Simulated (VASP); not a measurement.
Runs of VASP 6.6.1 on AlN. The cell holds a slab with vacuum, 24 atoms: a = 3.113 Å, b = 4.981 Å, c = 24.378 Å, α = 90.00°, β = 90.00°, γ = 90.00°. 

```csv
cell,vacuum (Å),gap on the mesh (eV),largest force (eV/Å)
"Pmc2_1, 15.75 Å³/atom",10,1.50,2.60
"Pmc2_1, 23.5 Å³/atom",22,1.50,2.60
"Pmc2_1, 19.63 Å³/atom",-,1.50,2.60
"Pmc2_1, 12.52 Å³/atom",5,(a),2.52
```

Alike in all rows: task work function; level PBEsol; potentials or basis VASP PAW PBE potentials, release 64 (Al, N); no spin polarisation; k mesh 8 × 6 × 1; cutoff (eV) 520; smearing gaussian 0.05 eV.

Task: Fill in the values left out.

Result: (a) 1.41.

Caveats: the PAW data sets were made with another functional, which shifts forces and pressure a little.

A k mesh can miss the band edges.
